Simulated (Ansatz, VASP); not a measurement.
**One calculation of B, two programs**

```xyz
3
Lattice="2.8617 0.0000 0.0000 -1.4308 2.4783 0.0000 0.0000 0.0000 2.8291" Properties=species:S:1:pos:R:3 pbc="T T T"
B     0.0000    0.0000    0.0000
B     0.0000    1.6522    1.4146
B     1.4308    0.8261    1.4146
```

Alike in both runs: functional PBE; k mesh 12 × 12 × 16; occupations fermi-dirac, width 0.05 eV; no spin polarisation.

Ansatz relaxed the structure, and its values are those at the end. VASP's run is a single point on that final structure, the one shown.

|  | VASP | Ansatz |
| --- | --- | --- |
| version | VASP 6.6.1 | Ansatz 0.2.0 |
| potentials or method | VASP PAW PBE potentials, release 64 (B) | PAW with Ansatz's default frozen-core files, scalar-relativistic |
| plane-wave cutoff (eV) | 520 | 420 |
| valence electrons in the cell | 9 | 9 |

|  | VASP | Ansatz | Ansatz less VASP |
| --- | --- | --- | --- |
| pressure (GPa) | 0.0 | 0.0 | 0.00 |

The functional is the same, so the differences come from potentials, cutoffs and numerics.
